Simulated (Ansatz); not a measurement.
# Tl (omega type): how the settings move a single-point run

How sensitive is a single-point run of Tl (omega type) to its settings? A reference run comes first, then one run with altered input.

Computed with Ansatz 0.2.0 (reference: DFT, PBE, all-electron LAPW, scalar-relativistic, unless a step's input says otherwise).

## (1) The starting structure

Symmetry: P6/mmm, No. 191, hexagonal system. Conventional cell: a = 4.499 Å, b = 4.499 Å, c = 2.712 Å, α = 90.00°, β = 90.00°, γ = 120.00°. Around Tl (site symmetry 6/mmm) lie 14 Tl at 2.71 to 2.93 Å. Around Tl (site symmetry -6m2) lie 11 Tl at 2.60 to 2.93 Å.

As a file:

```cif
data_structure
_symmetry_space_group_name_H-M 'P 1'
_symmetry_Int_Tables_number 1
_cell_length_a 4.4993
_cell_length_b 4.4993
_cell_length_c 2.7124
_cell_angle_alpha 90.000
_cell_angle_beta 90.000
_cell_angle_gamma 120.000
_cell_volume 47.55
loop_
_atom_site_label
_atom_site_type_symbol
_atom_site_fract_x
_atom_site_fract_y
_atom_site_fract_z
_atom_site_occupancy
Tl1 Tl 0.00000 0.00000 0.00000 1
Tl2 Tl 0.33333 0.66667 0.50000 1
Tl3 Tl 0.66667 0.33333 0.50000 1
```

## (2) Reference

input.yaml reads:

```yaml
crystal:
  lattice:
    - [4.499347398, 0.0, 0.0]
    - [-2.249673699, 3.8965491471, 0.0]
    - [0.0, 0.0, 2.7123751331]
  atoms:
    - { symbol: Tl, position: [0.0, 0.0, 0.0] }
    - { symbol: Tl, position: [0.3333333333, 0.6666666667, 0.5] }
    - { symbol: Tl, position: [0.6666666667, 0.3333333333, 0.5] }
kpoints:
  mp_grid: { grid: [7, 7, 10] }
scf:
  occupations: { method: fermi_dirac, width: 0.1 }
hamiltonian:
  xc: pbe
  pseudopotentials: { kind: all_electron, lapw: { basis_error: 0.001 } }
output:
  forces: true
  stress: true
  eigenvalues: true
  populations: true
```

On the command line:

```
$ ansatz run input.yaml --threads 1 --pin off --max-ram 3072MiB --backend cpu --events-out ev --progress --plain --runs-dir out
```

## (3) Changed: occupations.method tetrahedron_uncorrected, width left out

input.yaml, as its differences from that of step 2:

```diff
@@ -12,3 +12,3 @@
 scf:
-  occupations: { method: fermi_dirac, width: 0.1 }
+  occupations: { method: tetrahedron_uncorrected }
 hamiltonian:
```

Before running it: what results should come out? Wanted: for each run, ending; energy change; pressure; gap; force.

As calculated:

| run | ending | energy change | pressure (GPa) | gap (eV) | force (eV/Å) | cycles | time |
| --- | --- | --- | --- | --- | --- | --- | --- |
| reference | converged | 0 | 119.8 | 0.00 | 0.00 | 10 | 59 s |
| 1: occupations.method tetrahedron_uncorrected, width left out | converged | +124.2 meV/atom (σ→0) | 120.9 | 0.00 | 0.00 | 10 | 61 s |

Residual by cycle in the longest SCF loop of each run; runs are numbered as in the table. The quantity is the density residual dr2, in eV.

| cycle | reference | run 1 |
| --- | --- | --- |
| 1 | 0.0763 | 0.0744 |
| 2 | 0.0193 | 0.0186 |
| 3 | 0.0102 | 0.00987 |
| 4 | 0.00318 | 0.00303 |
| 5 | 5.0e-4 | 4.7e-4 |
| 6 | 2.0e-5 | 2.0e-5 |
| 7 | 3.7e-6 | 4.0e-6 |
| 8 | 9.0e-7 | 8.0e-7 |
| 9 | 1.6e-7 | 1.3e-7 |
| 10 | 3.0e-8 | 2.5e-8 |

What this shows: Changing the smearing moves the energy by +124.2 meV/atom (σ→0 values), and the pressure goes from 119.8 to 120.9 GPa. The structure is not at rest: the sound run finds 120 GPa, so these are no properties of the relaxed crystal. 
